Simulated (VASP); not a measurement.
# Cu (Fm-3m) in VASP: single point with PBEsol

Aim: the single point of Cu with PBEsol.

All numbers are computed with VASP 6.6.1; they aren't measurements. Logs are shortened: lines on timing, memory, paths and dates and some standing lists are left out, and cuts for length are marked.

**1. Starting point**

It takes space group Fm-3m (No. 225, cubic). Conventional cell: a = 3.570 Å, b = 3.570 Å, c = 3.570 Å, α = 90.00°, β = 90.00°, γ = 90.00°. Cu (site symmetry m-3m) has 12 Cu at 2.52 Å as nearest neighbours.

**2. Single point, PBEsol**

INCAR

```
SYSTEM = Cu
PREC = Accurate ; ENCUT = 520
EDIFF = 1E-6 ; ISMEAR = 1
SIGMA = 0.1 ; LREAL = .False.
LASPH = .True. ; NELM = 80
ALGO = Fast ; ISIF = 2
LWAVE = .False. ; LCHARG = .False.
GGA = PS ; ICORELEVEL = 1
```

KPOINTS

```
regular mesh
0
Gamma
  15 15 26
  0 0 0
```

POSCAR

```
Cu
1.0
    2.5241746300      0.0000000000      0.0000000000
   -1.2620873200      2.1859993600      0.0000000000
    1.2620873200      0.7286664500      2.0609799600
Cu
1
Direct
    0.0000000000      0.0000000000      0.0000000000
```

Potentials or basis: VASP PAW PBE potentials, release 64 (Cu).

Started as:

```console
$ cat potpaw_PBE.64/Cu/POTCAR > POTCAR
$ mpirun -np 1 vasp_std > vasp.out
```

OUTCAR:

```text
SYSTEM = Cu
   PREC = Accurate
   ENCUT = 520
   EDIFF = 1E-6
   ISMEAR = 1
   LREAL = .False.
   LASPH = .True.
   NELM = 80
   ISIF = 2
   GGA = PS

 ion  position               nearest neighbor table
   1  0.000  0.000  0.000-

  LATTYP: Found a face centered cubic cell.
 ALAT       =     3.5697219955

  Lattice vectors:

 A1 = (  -2.5241746300,   0.0000000000,   0.0000000000)
 A2 = (  -1.2620873100,   0.7286664500,   2.0609799600)
 A3 = (  -1.2620873200,   2.1859993600,   0.0000000000)

Analysis of symmetry for initial positions (statically):
=====================================================================
 Subroutine PRICEL returns:
 Original cell was already a primitive cell.

 Routine SETGRP: Setting up the symmetry group for a
 face centered cubic supercell.

 Subroutine GETGRP returns: Found 48 space group operations
 (whereof 48 operations were pure point group operations)
 out of a pool of 48 trial point group operations.

The static configuration has the point symmetry O_h .

Analysis of symmetry for dynamics (positions and initial velocities):
=====================================================================
 Subroutine PRICEL returns:
 Original cell was already a primitive cell.

 Routine SETGRP: Setting up the symmetry group for a
 face centered cubic supercell.

 Subroutine GETGRP returns: Found 48 space group operations
 (whereof 48 operations were pure point group operations)
 out of a pool of 48 trial point group operations.

The dynamic configuration has the point symmetry O_h .

 Subroutine INISYM returns: Found 48 space group operations
 (whereof 48 operations are pure point group operations),
 and found     1 'primitive' translations

----------------------------------------------------------------------------------------

                                     Primitive cell

  volume of cell :      11.3722

  direct lattice vectors                    reciprocal lattice vectors
     2.524174630  0.000000000  0.000000000     0.396169103  0.228728339 -0.323470719
    -1.262087320  2.185999360  0.000000000     0.000000000  0.457456676 -0.161735358
     1.262087320  0.728666450  2.060979960     0.000000000  0.000000000  0.485206076

  length of vectors
     2.524174630  2.524174638  2.524174636     0.560267719  0.485206076  0.485206076

  position of ions in fractional coordinates (direct lattice)
[... 105 lines left out ...]
   ISIF   =      2    stress and relaxation
   ISYM   =      2    0-nonsym 1-usesym 2-fastsym
   POTIM  = 0.5000    time-step for ionic-motion
   TEBEG  =    0.0;   TEEND  =   0.0 temperature during run
   PSTRESS=    0.0 pullay stress
   NELECT =      11.0000    total number of electrons
   NUPDOWN=      -1.0000    fix difference up-down
   EMIN   =  10.00;   EMAX   =-10.00  energy-range for DOS
   EFERMI =   0.00;   METHOD = LEGACY
   ISMEAR =     1;   SIGMA  =   0.10  broadening in eV -4-tet -1-fermi 0-gaus
   EFERMI_NEDOS =   21; number of points for ismear=-14 and -15
   IALGO  =     68    algorithm
   IMIX   =      4    mixing-type and parameters
     AMIX     =   0.40;   BMIX     =  1.00
     AMIX_MAG =   1.60;   BMIX_MAG =  1.00
  volume/ion in A,a.u.               =      11.37        76.74
  Fermi-wavevector in a.u.,A,eV,Ry     =   1.619042  3.059545 35.664891  2.621296
  Thomas-Fermi vector in A             =   2.713207
   LORBIT       =      0    0 simple, 1 ext, 2 COOP (PROOUT), +10 PAW based schemes
   GGA     = PS    functional components
   LHFCALC =     F    Hartree Fock is set to
   AEXX    =    0.0000 exact exchange contribution
   IVDW    =     0    specifies the selected vdW correction
   LEPSILON=     F    determine dielectric tensor
   LRPA    =     F    only Hartree local field effects (RPA)
 non-spin polarized calculation
 RMM-DIIS sequential band-by-band and
 Methfessel and Paxton  Order N= 1 SIGMA  =   0.10
  energy-cutoff  :      520.00
  volume of cell :       11.37
 maximum number of plane-waves:       331
   NGX =  9   NGY =  9   NGZ =  9

 number of electron      11.0000013 magnetization

 Free energy of the ion-electron system (eV)
  ---------------------------------------------------
  ext. energy  EPLUGINS =         0.00000000
  ---------------------------------------------------
  free energy    TOTEN  =        -4.30885015 eV

  energy without entropy =       -4.30894478  energy(sigma->0) =       -4.30888170

 the core state eigenenergies are
   1-  1s  -8841.1846  2s  -1053.4906  2p   -907.9563  3s   -104.9031  3p    -62.2596

 E-fermi :   7.9529     XC(G=0): -13.1305

 val. band max:        7.9460108048   @ k =  -0.3333   0.3333   0.1923
 cond. band min:       7.9689226151   @ k =   0.0000   0.2667   0.4615
 fundamental gap:      0.0229118103
 Fermi energy:         7.9529207593

 k-point     1 :       0.0000    0.0000    0.0000
  band No.  band energies     occupation
      1      -1.8051      2.00000
      2       4.7270      2.00000
      3       4.7270      2.00000
      4       4.7270      2.00000
      5       5.6089      2.00000
      6       5.6089      2.00000
      7      30.7619      0.00000
      8      33.6709      0.00000
      9      33.6709      0.00000
[... 265 lines left out ...]
 k-point    24 :      -0.0667    0.1333   -0.0000
  band No.  band energies     occupation
      1      -1.3644      2.00000
      2       4.6236      2.00000
      3       4.8063      2.00000
      4       4.8206      2.00000
      5       5.5328      2.00000
      6       5.6262      2.00000
      7      28.6305      0.00000
      8      29.7869      0.00000
      9      32.6816      0.00000

 [... further k-points ...]

------------------------ aborting loop because EDIFF is reached ----------------------------------------

  FORCE on cell =-STRESS in cart. coord.  units (eV):
  Direction    XX          YY          ZZ          XY          YZ          ZX
  --------------------------------------------------------------------------------------
  -------------------------------------------------------------------------------------
  Total        0.0087452      0.0087452      0.0087452     -0.0000000     -0.0000000      0.0000000
  in kB        1.2320800      1.2320800      1.2320800     -0.0000000     -0.0000000      0.0000000
  external PRESSURE =       1.2320800 kB  Pullay stress =       0.0000000 kB

 VOLUME and BASIS-vectors are now :
 -----------------------------------------------------------------------------
  energy-cutoff  :      520.00
  volume of cell :       11.37
      direct lattice vectors                 reciprocal lattice vectors
     2.524174630  0.000000000  0.000000000     0.396169103  0.228728339 -0.323470719
    -1.262087320  2.185999360  0.000000000     0.000000000  0.457456676 -0.161735358
     1.262087320  0.728666450  2.060979960     0.000000000  0.000000000  0.485206076

 POSITION                                       TOTAL-FORCE (eV/Angst)
 -----------------------------------------------------------------------------------
      0.00000      0.00000      0.00000        -0.000000     -0.000000      0.000000
 -----------------------------------------------------------------------------------
    total drift:                                0.000000      0.000000      0.000000

  FREE ENERGIE OF THE ION-ELECTRON SYSTEM (eV)
  ---------------------------------------------------
  free  energy   TOTEN  =        -4.3088501542 eV

  energy  without entropy=       -4.3089447850  energy(sigma->0) =       -4.30888170
```

stdout:

```text
POSCAR found type information on POSCAR Cu
 POSCAR found :  1 types and       1 ions
 scaLAPACK will be used
 -----------------------------------------------------------------------------
|                                                                             |
|                                                                             |
|     You enforced a specific xc type in the INCAR file but a different       |
|     I HOPE YOU KNOW WHAT YOU ARE DOING!                                     |
[... 23 lines left out ...]
 POSCAR, INCAR and KPOINTS ok, starting setup
 FFT: planning ... GRIDC
 FFT: planning ... GRID_SOFT
 FFT: planning ... GRID
 WAVECAR not read
 entering main loop
WARNING in EDDRMM: call to ZHEGV failed, returncode =   6  3      8
WARNING in EDDRMM: call to ZHEGV failed, returncode =   6  3      8
WARNING in EDDRMM: call to ZHEGV failed, returncode =   6  3      8
```

Wall time 1.7 min (1 thread of Intel Xeon Platinum 8488C (Sapphire Rapids), shared host); peak memory 0.29 GiB.

Results:

- Free energy: -4.3089 eV
- Pressure: 0.1 GPa
- Band gap on the k mesh: none (metal or under the smearing width)

Levels at points of the mesh, in eV from the Fermi level:
```csv
k point,band 4,band 5,band 6,band 7,band 8,band 9
"(0.00, 0.00, 0.00)",-3.23,-2.34,-2.34,22.81,25.72,25.72
"(0.00, 0.00, 0.50)",-1.74,-1.74,-1.23,3.85,21.28,22.53
```

Core levels (eV, on the scale of the bands):
| atom | levels |
| --- | --- |
| 1 Cu | 1s -8841.2, 2s -1053.5, 2p -908.0, 3s -104.9, 3p -62.3 |

Caveat: the PAW data sets were made with another functional, which shifts forces and pressure a little.
